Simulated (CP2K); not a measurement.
# PBE/SZV on ZnSnN2: a test of settings

Which settings matter? One reference run, then one change at a time; some changes are unwise on purpose.

Program: CP2K 2026.2. Level of theory: PBE/SZV, atoms fixed, no spin polarisation. These are calculated values, not measurements.

### 1 The structure to begin with

The structure is tetragonal, space group P-4m2 (No. 115). The conventional cell has a = 3.382 Å, b = 3.382 Å, c = 4.700 Å, α = 90.00°, β = 90.00°, γ = 90.00°. Around Zn (site symmetry -4m2) lie 4 N at 2.05 Å. Around N (site symmetry 2mm) lie 2 Zn at 2.05 Å and 2 Sn at 2.07 Å. Around Sn (site symmetry -4m2) lie 4 N at 2.07 Å.

As a file:

```
CELL_PARAMETERS angstrom
3.38202 0.00000 0.00000
0.00000 3.38202 0.00000
0.00000 0.00000 4.69964
ATOMIC_POSITIONS crystal
Zn 0.00000 0.00000 0.00000
N 0.00000 0.50000 0.24484
Sn 0.50000 0.50000 0.50000
N 0.50000 0.00000 0.75516
```

The structure type (II-IV-V2 ordering on zincblende lattice) is imposed and need not be the compound's stable one.

### 2 The reference run

A small atomic basis brings errors of its own in gap and pressure, and the grid adds noise to the pressure.

run.inp reads:

```
&GLOBAL
 PROJECT run
 RUN_TYPE ENERGY_FORCE
 PRINT_LEVEL LOW
&END GLOBAL
&FORCE_EVAL
 METHOD QS
 STRESS_TENSOR ANALYTICAL
 &DFT
  BASIS_SET_FILE_NAME BASIS_MOLOPT
  POTENTIAL_FILE_NAME GTH_POTENTIALS
  &QS
   EXTRAPOLATION USE_GUESS
  &END QS
  &MGRID
   CUTOFF 500
   REL_CUTOFF 50
  &END MGRID
  &XC
   &XC_FUNCTIONAL PBE
   &END XC_FUNCTIONAL
  &END XC
  &KPOINTS
   SCHEME MONKHORST-PACK 5 5 5
   SYMMETRY F
   FULL_GRID F
  &END KPOINTS
  &SCF
   ADDED_MOS 10
   EPS_SCF 1e-6
   MAX_SCF 80
   &DIAGONALIZATION
   &END DIAGONALIZATION
   &MIXING
    METHOD BROYDEN_MIXING
    ALPHA 0.3
   &END MIXING
   &SMEAR
    METHOD FERMI_DIRAC
    ELECTRONIC_TEMPERATURE [K] 232
   &END SMEAR
   &PRINT
    &ITERATION_INFO
    &END ITERATION_INFO
   &END PRINT
  &END SCF
  &PRINT
   &BAND_STRUCTURE
    FILE_NAME bands.bs
    ADDED_MOS 6
    &KPOINT_SET
     UNITS B_VECTOR
     SPECIAL_POINT 0.00000000 0.00000000 0.00000000
     NPOINTS 0
    &END KPOINT_SET
    &KPOINT_SET
     UNITS B_VECTOR
     SPECIAL_POINT 0.00000000 0.50000000 0.00000000
     NPOINTS 0
    &END KPOINT_SET
    &KPOINT_SET
     UNITS B_VECTOR
     SPECIAL_POINT 0.50000000 0.50000000 0.00000000
     NPOINTS 0
    &END KPOINT_SET
    &KPOINT_SET
     UNITS B_VECTOR
     SPECIAL_POINT 0.00000000 0.00000000 0.50000000
     NPOINTS 0
    &END KPOINT_SET
    &KPOINT_SET
     UNITS B_VECTOR
     SPECIAL_POINT 0.00000000 0.50000000 0.50000000
     NPOINTS 0
    &END KPOINT_SET
    &KPOINT_SET
     UNITS B_VECTOR
     SPECIAL_POINT 0.50000000 0.50000000 0.50000000
     NPOINTS 0
    &END KPOINT_SET
   &END BAND_STRUCTURE
  &END PRINT
 &END DFT
 &SUBSYS
  &CELL
   A 3.38202014 0.00000000 0.00000000
   B -0.00000000 3.38202014 0.00000000
   C 0.00000000 0.00000000 4.69964053
  &END CELL
  &COORD
   SCALED
   Zn 0.00000000 0.00000000 -0.00000000
   N -0.00000000 0.50000000 0.24484359
   Sn 0.50000000 0.50000000 0.50000000
   N 0.50000000 -0.00000000 0.75515641
  &END COORD
  &KIND Zn
   BASIS_SET SZV-MOLOPT-SR-GTH
   POTENTIAL GTH-PBE
  &END KIND
  &KIND N
   BASIS_SET SZV-MOLOPT-SR-GTH
   POTENTIAL GTH-PBE
  &END KIND
  &KIND Sn
   BASIS_SET SZV-MOLOPT-SR-GTH
   POTENTIAL GTH-PBE
  &END KIND
 &END SUBSYS
 &PRINT
  &STRESS_TENSOR
  &END STRESS_TENSOR
  &FORCES
  &END FORCES
 &END PRINT
&END FORCE_EVAL
```

Started as:

```sh
cp2k.psmp -i run.inp
```

The program printed, cut to the lines that bear on the results:

```text
[...]
 CP2K| version string:                                       CP2K version 2026.2
[...]
                             - Atoms:                                          4
[...]
                             - Spherical basis functions:                     21
[...]
 Number of electrons:                                                         26
[...]
     1 NoMix/Diag. 0.30E+00    0.3     1.58219936       -83.7706018664 -8.38E+01
[...]
    12 Broy./Diag. 0.30E+00    0.3     0.00000021       -83.8025591173  5.93E-06
  *** SCF run converged in    12 steps ***
[...]
  Overlap energy of the core charge distribution:               0.00000009544739
  Self energy of the core charge distribution:               -136.81188995696647
  Core Hamiltonian energy:                                     42.48865892195477
  Hartree energy:                                              25.81472778791526
  Exchange-correlation energy:                                -15.29404898097746
  Electronic entropic energy:                                  -0.00000698458541
  Fermi energy:                                                 0.23860964650223
  Total energy:                                               -83.80255911730626
  Total energy (extrapolated to T->0):                        -83.80255562501355
[...]
 ENERGY| Total FORCE_EVAL ( QS ) energy [hartree]            -83.802559185255021
 FORCES| Atomic forces [hartree/bohr]
 FORCES|   Atom     x               y               z               |f|
 FORCES|      1  6.22386506E-08  6.20398207E-08  6.23149109E-08   1.07729927E-07
 FORCES|      2  2.66288943E-10 -4.11778897E-11 -1.36975135E-02   1.36975135E-02
 FORCES|      3 -3.08243332E-11 -2.97805808E-11 -6.14122455E-09   6.14137411E-09
 FORCES|      4 -1.39923046E-10  2.72025518E-10  1.36975283E-02   1.36975283E-02
 FORCES| Sum     6.23341921E-08  6.22408878E-08  7.09755422E-08
 FORCES| Total atomic force                                       1.13123858E-07
 STRESS| Analytical stress tensor [bar]
 STRESS|                        x                   y                   z
 STRESS|      x        1.01862848251E+05   1.87004804674E-02   2.16370763605E-02
 STRESS|      y        1.87004804674E-02   1.01862874901E+05   2.13646239044E-02
 STRESS|      z        2.16370763605E-02   2.13646239044E-02   9.47843957744E+04
 STRESS| 1/3 Trace                                             9.95033729752E+04
 STRESS| Determinant                                           9.83486925374E+14
[...]
```

It took 5 s on 2 threads of Arm Neoverse V2, shared host; peak memory 0.21 GiB.

Gap 0.11 eV; pressure 10.0 GPa.

### 3 Change: KPOINTS = 2x2x2

Changes to run.inp since step 2:

```diff
@@ -23,3 +23,3 @@
   &KPOINTS
-   SCHEME MONKHORST-PACK 5 5 5
+   SCHEME MONKHORST-PACK 2 2 2
    SYMMETRY F
```

Started as:

```sh
cp2k.psmp -i run.inp
```

The program printed, cut to the lines that bear on the results:

```text
[...]
 CP2K| version string:                                       CP2K version 2026.2
[...]
                             - Atoms:                                          4
[...]
                             - Spherical basis functions:                     21
[...]
 Number of electrons:                                                         26
[...]
     1 NoMix/Diag. 0.30E+00    0.2     2.00969088       -83.7706018664 -8.38E+01
[...]
    11 Broy./Diag. 0.30E+00    0.2     0.00000065       -83.8391945901  1.80E-05
  *** SCF run converged in    11 steps ***
[...]
  Overlap energy of the core charge distribution:               0.00000009544739
  Self energy of the core charge distribution:               -136.81188995696647
  Core Hamiltonian energy:                                     42.36072925921574
  Hartree energy:                                              25.89027506240729
  Exchange-correlation energy:                                -15.27830905016650
  Electronic entropic energy:                                  -0.00000000000000
  Fermi energy:                                                 0.31522802691519
  Total energy:                                               -83.83919459006258
  Total energy (extrapolated to T->0):                        -83.83919459006258
[...]
 ENERGY| Total FORCE_EVAL ( QS ) energy [hartree]            -83.839192000076864
 FORCES| Atomic forces [hartree/bohr]
 FORCES|   Atom     x               y               z               |f|
 FORCES|      1  6.22801955E-08  6.20338477E-08  4.55189226E-08   9.89898648E-08
 FORCES|      2  2.62127914E-10 -4.47669373E-11 -1.44568144E-02   1.44568144E-02
 FORCES|      3 -2.98507630E-11 -2.97070876E-11 -3.20301191E-08   3.20301468E-08
 FORCES|      4 -1.49047843E-10  2.66738504E-10  1.44568720E-02   1.44568720E-02
 FORCES| Sum     6.23634248E-08  6.22261122E-08  7.10690618E-08
 FORCES| Total atomic force                                       1.13190536E-07
[...]
```

Wall time 3.5 s (2 threads of Arm Neoverse V2, shared host); peak memory 0.2 GiB.

Against the reference run the gap moves by +0.05 eV and the energy by -249.2 meV/atom.

### 4 Change: XC_FUNCTIONAL = BLYP

Changes to run.inp since step 3:

```diff
@@ -19,3 +19,3 @@
   &XC
-   &XC_FUNCTIONAL PBE
+   &XC_FUNCTIONAL BLYP
    &END XC_FUNCTIONAL
@@ -23,3 +23,3 @@
   &KPOINTS
-   SCHEME MONKHORST-PACK 2 2 2
+   SCHEME MONKHORST-PACK 5 5 5
    SYMMETRY F
```

Started as:

```sh
cp2k.psmp -i run.inp
```

The program printed, cut to the lines that bear on the results:

```text
[...]
 CP2K| version string:                                       CP2K version 2026.2
[...]
                             - Atoms:                                          4
[...]
                             - Spherical basis functions:                     21
[...]
 Number of electrons:                                                         26
[...]
     1 NoMix/Diag. 0.30E+00    0.3     1.60478380       -83.6942501806 -8.37E+01
[...]
    12 Broy./Diag. 0.30E+00    0.3     0.00000016       -83.7294240280  6.97E-06
  *** SCF run converged in    12 steps ***
[...]
  Overlap energy of the core charge distribution:               0.00000009544739
  Self energy of the core charge distribution:               -136.81188995696647
  Core Hamiltonian energy:                                     42.59513327539268
  Hartree energy:                                              25.73381420430809
  Exchange-correlation energy:                                -15.24648085834663
  Electronic entropic energy:                                  -0.00000078786232
  Fermi energy:                                                 0.25141314699136
  Total energy:                                               -83.72942402804371
  Total energy (extrapolated to T->0):                        -83.72942363411255
[...]
 ENERGY| Total FORCE_EVAL ( QS ) energy [hartree]            -83.729422515880202
 FORCES| Atomic forces [hartree/bohr]
 FORCES|   Atom     x               y               z               |f|
 FORCES|      1  7.59698329E-08  7.56346521E-08  6.19234066E-08   1.23800341E-07
 FORCES|      2  2.52861520E-10 -3.46395750E-11 -8.54594517E-03   8.54594517E-03
 FORCES|      3 -3.10881998E-11 -3.07265912E-11 -5.59368129E-09   5.59385207E-09
 FORCES|      4 -1.34938049E-10  2.58075988E-10  8.54595909E-03   8.54595909E-03
 FORCES| Sum     7.60566681E-08  7.58273620E-08  7.02460104E-08
 FORCES| Total atomic force                                       1.28331242E-07
[...]
```

It took 4.8 s on 2 threads of Arm Neoverse V2, shared host; peak memory 0.21 GiB.

Totals of another method or basis aren't compared here.

### 5 Change: ALPHA = 0.6

Changes to run.inp since step 4:

```diff
@@ -19,3 +19,3 @@
   &XC
-   &XC_FUNCTIONAL BLYP
+   &XC_FUNCTIONAL PBE
    &END XC_FUNCTIONAL
@@ -35,3 +35,3 @@
     METHOD BROYDEN_MIXING
-    ALPHA 0.3
+    ALPHA 0.6
    &END MIXING
```

Started as:

```sh
cp2k.psmp -i run.inp
```

The program printed, cut to the lines that bear on the results:

```text
[...]
 CP2K| version string:                                       CP2K version 2026.2
[...]
                             - Atoms:                                          4
[...]
                             - Spherical basis functions:                     21
[...]
 Number of electrons:                                                         26
[...]
     1 NoMix/Diag. 0.60E+00    0.3     1.58219936       -83.7706018664 -8.38E+01
[...]
     9 Broy./Diag. 0.60E+00    0.3     0.00000091       -83.8025617670  2.08E-05
  *** SCF run converged in     9 steps ***
[...]
  Overlap energy of the core charge distribution:               0.00000009544739
  Self energy of the core charge distribution:               -136.81188995696647
  Core Hamiltonian energy:                                     42.48865541779319
  Hartree energy:                                              25.81472883117327
  Exchange-correlation energy:                                -15.29404916930055
  Electronic entropic energy:                                  -0.00000698472573
  Fermi energy:                                                 0.23860968979383
  Total energy:                                               -83.80256176703757
  Total energy (extrapolated to T->0):                        -83.80255827467471
[...]
 ENERGY| Total FORCE_EVAL ( QS ) energy [hartree]            -83.802559185262027
 FORCES| Atomic forces [hartree/bohr]
 FORCES|   Atom     x               y               z               |f|
 FORCES|      1  6.22386606E-08  6.20398241E-08  7.92734736E-09   8.82351034E-08
 FORCES|      2  2.66289577E-10 -4.11804665E-11 -1.36975807E-02   1.36975807E-02
 FORCES|      3 -3.08253888E-11 -2.97801756E-11  7.70539266E-09   7.70551187E-09
 FORCES|      4 -1.39924519E-10  2.72023055E-10  1.36976370E-02   1.36976370E-02
 FORCES| Sum     6.23342002E-08  6.22408865E-08  7.19406832E-08
 FORCES| Total atomic force                                       1.13731888E-07
[...]
```

It took 3.9 s on 2 threads of Arm Neoverse V2, shared host; peak memory 0.21 GiB.

Against the reference run the gap moves by 0.00 eV and the energy by 0.0 meV/atom.

### 6 Change: KPOINTS = 4x4x4

Changes to run.inp since step 5:

```diff
@@ -23,3 +23,3 @@
   &KPOINTS
-   SCHEME MONKHORST-PACK 5 5 5
+   SCHEME MONKHORST-PACK 4 4 4
    SYMMETRY F
@@ -35,3 +35,3 @@
     METHOD BROYDEN_MIXING
-    ALPHA 0.6
+    ALPHA 0.3
    &END MIXING
```

Started as:

```sh
cp2k.psmp -i run.inp
```

The program printed, cut to the lines that bear on the results:

```text
[...]
 CP2K| version string:                                       CP2K version 2026.2
[...]
                             - Atoms:                                          4
[...]
                             - Spherical basis functions:                     21
[...]
 Number of electrons:                                                         26
[...]
     1 NoMix/Diag. 0.30E+00    0.2     1.57926151       -83.7706018664 -8.38E+01
[...]
    11 Broy./Diag. 0.30E+00    0.3     0.00000043       -83.8045101716  1.15E-05
  *** SCF run converged in    11 steps ***
[...]
  Overlap energy of the core charge distribution:               0.00000009544739
  Self energy of the core charge distribution:               -136.81188995696647
  Core Hamiltonian energy:                                     42.47694646819937
  Hartree energy:                                              25.82230077834597
  Exchange-correlation energy:                                -15.29186755660284
  Electronic entropic energy:                                  -0.00000000000000
  Fermi energy:                                                 0.24920899551107
  Total energy:                                               -83.80451017157658
  Total energy (extrapolated to T->0):                        -83.80451017157658
[...]
 ENERGY| Total FORCE_EVAL ( QS ) energy [hartree]            -83.804507963895702
 FORCES| Atomic forces [hartree/bohr]
 FORCES|   Atom     x               y               z               |f|
 FORCES|      1  6.22571321E-08  6.20536367E-08  6.25701193E-08   1.07896358E-07
 FORCES|      2  2.65589734E-10 -4.19197032E-11 -1.37906546E-02   1.37906546E-02
 FORCES|      3 -2.98783451E-11 -2.95822716E-11 -2.55165464E-09   2.55200102E-09
 FORCES|      4 -1.41210477E-10  2.70098129E-10  1.37906656E-02   1.37906656E-02
 FORCES| Sum     6.23516330E-08  6.22522329E-08  7.09550758E-08
 FORCES| Total atomic force                                       1.13126873E-07
[...]
```

Wall time 4 s (2 threads of Arm Neoverse V2, shared host); peak memory 0.21 GiB.

Against the reference run the gap moves by +0.01 eV and the energy by -13.3 meV/atom.

### 7 Change: XC_FUNCTIONAL = OLYP

Changes to run.inp since step 6:

```diff
@@ -19,3 +19,3 @@
   &XC
-   &XC_FUNCTIONAL PBE
+   &XC_FUNCTIONAL OLYP
    &END XC_FUNCTIONAL
@@ -23,3 +23,3 @@
   &KPOINTS
-   SCHEME MONKHORST-PACK 4 4 4
+   SCHEME MONKHORST-PACK 5 5 5
    SYMMETRY F
```

Started as:

```sh
cp2k.psmp -i run.inp
```

The program printed, cut to the lines that bear on the results:

```text
[...]
 CP2K| version string:                                       CP2K version 2026.2
[...]
                             - Atoms:                                          4
[...]
                             - Spherical basis functions:                     21
[...]
 Number of electrons:                                                         26
[...]
     1 NoMix/Diag. 0.30E+00    0.3     1.61472723       -83.8254739818 -8.38E+01
[...]
    11 Broy./Diag. 0.30E+00    0.3     0.00000059       -83.8639073892  9.19E-06
  *** SCF run converged in    11 steps ***
[...]
  Overlap energy of the core charge distribution:               0.00000009544739
  Self energy of the core charge distribution:               -136.81188995696647
  Core Hamiltonian energy:                                     42.61210503699880
  Hartree energy:                                              25.72160217876644
  Exchange-correlation energy:                                -15.38572454322609
  Electronic entropic energy:                                  -0.00000020020771
  Fermi energy:                                                 0.24242355591408
  Total energy:                                               -83.86390738918669
  Total energy (extrapolated to T->0):                        -83.86390728908283
[...]
 ENERGY| Total FORCE_EVAL ( QS ) energy [hartree]            -83.863907497101280
 FORCES| Atomic forces [hartree/bohr]
 FORCES|   Atom     x               y               z               |f|
 FORCES|      1  6.11672563E-08  6.12778582E-08  6.22378414E-08   1.06630005E-07
 FORCES|      2  2.57528460E-10 -3.53344003E-11 -1.07516775E-02   1.07516775E-02
 FORCES|      3 -3.05647267E-11 -2.93041397E-11 -5.63198497E-09   5.63214415E-09
 FORCES|      4 -1.23615661E-10  2.56353453E-10  1.07516918E-02   1.07516918E-02
 FORCES| Sum     6.12706044E-08  6.14695732E-08  7.09184699E-08
 FORCES| Total atomic force                                       1.12080439E-07
[...]
```

It took 4.5 s on 2 threads of Arm Neoverse V2, shared host; peak memory 0.21 GiB.

Totals of another method or basis aren't compared here.

### 8 Change: BASIS_SET = TZVP-MOLOPT-SR-GTH

Changes to run.inp since step 7:

```diff
@@ -19,3 +19,3 @@
   &XC
-   &XC_FUNCTIONAL OLYP
+   &XC_FUNCTIONAL PBE
    &END XC_FUNCTIONAL
@@ -97,3 +97,3 @@
   &KIND Zn
-   BASIS_SET SZV-MOLOPT-SR-GTH
+   BASIS_SET TZVP-MOLOPT-SR-GTH
    POTENTIAL GTH-PBE
@@ -101,3 +101,3 @@
   &KIND N
-   BASIS_SET SZV-MOLOPT-SR-GTH
+   BASIS_SET TZVP-MOLOPT-SR-GTH
    POTENTIAL GTH-PBE
@@ -105,3 +105,3 @@
   &KIND Sn
-   BASIS_SET SZV-MOLOPT-SR-GTH
+   BASIS_SET TZVP-MOLOPT-SR-GTH
    POTENTIAL GTH-PBE
```

Started as:

```sh
cp2k.psmp -i run.inp
```

The program printed:

```text
[... start of the log left out ...]
 * /| |                                                                        *
 *******************************************************************************

 ===== Routine Calling Stack =====

            3 read_qs_kind
            2 create_qs_kind_set
            1 CP2K

Program received signal SIGABRT: Process abort signal.

Backtrace for this error:
#0  0x43ea2e76f957 in ???
#1  0x43ea4f024cac in __pthread_kill_implementation
#2  0x43ea4efcbfb7 in raise
#3  0x43ea4efb5d37 in abort
#4  0x43ea2ee42d83 in ???
#5  0x43ea2ee44297 in ???
#6  0x43ea2ed9551b in ???
#7  0x43ea2ea7c01b in ???
#8  0x43ea2ea84daf in ???
#9  0x43ea2eb57903 in ???
#10  0x43ea2ea13803 in ???
#11  0x43ea2e81546f in ???
#12  0x43ea2f0f6783 in ???
#13  0x43ea2f0f9d0b in ???
#14  0x43ea2e810db3 in ???
#15  0x43ea2e80ef13 in ???
#16  0x43ea4efb6573 in __libc_start_call_main
#17  0x43ea4efb6657 in __libc_start_main_impl
#18  0x43ea2e80f06f in ???
#19  0xffffffffffffffff in ???
```

It took 0.2 s on 2 threads of Arm Neoverse V2, shared host; peak memory 0.12 GiB.

The program refused the job.

### 9 Results

| change | ends | gap (eV) | energy (meV/atom) | pressure (GPa) | time |
| --- | --- | --- | --- | --- | --- |
| none | converged | 0.11 | 0 | 10.0 | 5 s |
| KPOINTS = 2x2x2 | converged | +0.05 | -249.2 | -1.3 | 3.5 s |
| XC_FUNCTIONAL = BLYP | converged | +0.10 | – | +3.7 | 4.8 s |
| ALPHA = 0.6 | converged | 0.00 | 0.0 | 0.0 | 3.9 s |
| KPOINTS = 4x4x4 | converged | +0.01 | -13.3 | +0.1 | 4 s |
| XC_FUNCTIONAL = OLYP | converged | +0.17 | – | -0.7 | 4.5 s |
| BASIS_SET = TZVP-MOLOPT-SR-GTH | refused | – | – | – | 0.2 s |

The first row holds values, the others changes from it. Keys are the program's: temperature in eV (tblite) or K (CP2K), cutoffs in Ry, CUTOFP in Å. Among the numerical settings, KPOINTS = 2x2x2 moves the energy most (-249.2 meV/atom). 1 of the 6 changes gave no result. The changed runs test settings; they are no properties of the crystal.
